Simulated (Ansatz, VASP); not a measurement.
## Li2O: VASP beside Ansatz

The input INCAR:

```
SYSTEM = Li2O
PREC = Accurate
ENCUT = 520
EDIFF = 1E-7
ISMEAR = -1
SIGMA = 0.05
LREAL = .False.
LASPH = .True.
NELM = 80
ALGO = Normal
ISIF = 2
LWAVE = .False.
LCHARG = .False.
GGA = PE
NBANDS = 13
```

The input KPOINTS:

```
regular mesh
0
Gamma
  10 10 10
  0 0 0
```

POSCAR

```
Li2O
1.0
    0.0000000000      2.2793542295      2.2793542295
    2.2793542295      0.0000000000      2.2793542295
    2.2793542295      2.2793542295      0.0000000000
O Li
1 2
Direct
    0.0000000000      0.0000000000      0.0000000000
    0.2500000000      0.2500000000      0.2500000000
    0.7500000000      0.7500000000      0.7500000000
```

Contents of input.yaml:

```yaml
crystal:
  lattice:
    - [0.0, 2.2793542295, 2.2793542295]
    - [2.2793542295, 0.0, 2.2793542295]
    - [2.2793542295, 2.2793542295, 0.0]
  atoms:
    - { symbol: O, position: [0.0, 0.0, 0.0] }
    - { symbol: Li, position: [0.25, 0.25, 0.25] }
    - { symbol: Li, position: [0.75, 0.75, 0.75] }
hamiltonian:
  xc: pbe
  pseudopotentials: { kind: paw }
kpoints:
  mp_grid: { grid: [10, 10, 10] }
scf:
  occupations: { method: fermi_dirac, width: 0.05 }
output:
  forces: true
  stress: true
  eigenvalues: true
```

Change from the starting cell: volume scaled by 0.94.

Alike in both runs: task single point; functional PBE; k mesh 10 × 10 × 10; occupations fermi-dirac, width 0.05 eV; no spin polarisation.

```csv
,VASP,Ansatz
version,VASP 6.6.1,Ansatz 0.2.0
potentials or method,"VASP PAW PBE potentials, release 64 (O, Li_sv)",Ansatz PAW
plane-wave cutoff (eV),520,420
valence electrons in the cell,12,12
```

```tsv
	VASP	Ansatz	Ansatz less VASP
gap on the k mesh at the Fermi level (eV)	5.05	5.07	+0.020
least direct gap on the mesh (eV)	5.58	5.56	-0.015
```

 A k mesh can miss the band edges.
